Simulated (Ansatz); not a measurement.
**Ga2O3: the band gap up the ladder of functionals**

One table from this session's results is given with a row withheld; the runs are named, their logs left out.

The COD cell was measured well above room temperature, so it is larger than a cold one.

Program: Ansatz 0.2.0. PAW datasets, plane waves. Spin-unpolarised throughout; all numbers are computed.

**The structure to begin with**

The cell was relaxed beforehand with r2SCAN.

Space group R-3c (No. 167), trigonal; conventional cell a = 4.985 Å, c = 13.442 Å, 9.64 Å³ an atom. Ga has 6 O at 1.93–2.07 Å; O has 4 Ga at 1.93–2.07 Å.

The structure in full:

```
Ga O
1.0
     2.49226    1.43891    4.48064
    -2.49226    1.43891    4.48064
     0.00000   -2.87782    4.48064
Ga O
4 6
Direct
  0.35543 0.35543 0.35543
  0.14457 0.14457 0.14457
  0.64457 0.64457 0.64457
  0.85543 0.85543 0.85543
  0.55363 0.94637 0.25000
  0.25000 0.55363 0.94637
  0.94637 0.25000 0.55363
  0.44637 0.05363 0.75000
  0.75000 0.44637 0.05363
  0.05363 0.75000 0.44637
```

The first run:

Input file input.yaml:

```yaml
crystal:
  lattice:
    - [2.4922622641, 1.438908289, 4.4806364994]
    - [-2.4922622641, 1.438908289, 4.4806364994]
    - [0.0, -2.8778165781, 4.4806364994]
  atoms:
    - { symbol: Ga, position: [0.3554263352, 0.3554263352, 0.3554263352] }
    - { symbol: Ga, position: [0.1445736648, 0.1445736648, 0.1445736648] }
    - { symbol: Ga, position: [0.6445736648, 0.6445736648, 0.6445736648] }
    - { symbol: Ga, position: [0.8554263352, 0.8554263352, 0.8554263352] }
    - { symbol: O, position: [0.5536335029, 0.9463664971, 0.25] }
    - { symbol: O, position: [0.25, 0.5536335029, 0.9463664971] }
    - { symbol: O, position: [0.9463664971, 0.25, 0.5536335029] }
    - { symbol: O, position: [0.4463664971, 0.0536335029, 0.75] }
    - { symbol: O, position: [0.75, 0.4463664971, 0.0536335029] }
    - { symbol: O, position: [0.0536335029, 0.75, 0.4463664971] }
kpoints:
  mp_grid: { grid: [6, 6, 6] }
  band_path:
    path:
      - [[0.0, 0.0, 0.0], [0.5, 0.5, 0.5], [0.7645797171917, 0.2354202828083, 0.5]]
      - [[0.5, -0.2354202828083, 0.2354202828083], [0.5, 6.604642823795e-17, -7.531155760488e-17], [0.0, 0.0, 0.0], [0.3677101414042, -0.3677101414042, 8.767294783751e-19]]
      - [[0.6322898585958, 6.141386355448e-17, 0.3677101414042], [0.5, -9.265129366929e-18, 0.5], [0.0, 0.0, 0.0]]
    npoints: 10
hamiltonian:
  xc: pbe
scf:
  occupations: { method: fermi_dirac, width: 0.02 }
  n_extra_bands: 6
output:
  forces: true
  stress: true
  eigenvalues: true
```

Command:

```
$ ansatz run input.yaml --threads 4 --pin off --max-ram 9216MiB --backend cpu --events-out ev --progress --plain --runs-dir out
```

Among the steps run: PBE band path; r2SCAN; HSE06 at the same geometry; PBE+SOC; PBE0 at the same geometry; LDA at the same geometry; Quasiparticle levels, G0W0@PBE; Single point with DDH-PBE0; Single point with r2SCANh.

One of the session's tables, all rows but one given; the rest of the session is left out.

```
                     level  gap (eV)
                       PBE      2.85
                    r2SCAN      3.55
                     HSE06      4.62
                   PBE+SOC      2.85
                      PBE0      5.34
                       LDA         ?
G0W0@PBE (287 empty bands)      4.55
G0W0@PBE (528 empty bands)      4.61
                  DDH-PBE0      5.13
                   r2SCANh      4.45
```

**Question.** Estimate the row for LDA.

**Answer.** gap (eV): 2.78. In the column «gap (eV)» it is the lowest.

Meshes: PBE 6×6×6, r2SCAN 6×6×6, HSE06 4×4×4, PBE+SOC 6×6×6, PBE0 4×4×4, LDA 6×6×6, DDH-PBE0 4×4×4, r2SCANh 4×4×4

**Reading.** The gap runs from 2.78 eV (LDA) to 5.34 eV (PBE0). Against G0W0@PBE, PBE is short by 1.76 eV, at 62 % of it, and r2SCAN 77 %. PBE0 lies 0.72 eV above HSE06, which differs from it by screening the long-range exchange. Spin-orbit coupling changes the PBE gap by +0.00 eV, which is little. The G0W0 figures hold for the stated bands, cutoff and mesh and aren't extrapolated. All values are for fixed nuclei; lattice motion, which mostly narrows measured gaps, is not included.

Caveats from the session: Warnings in the runs' records: stress scf threshold loose, stress exchange threshold loose.
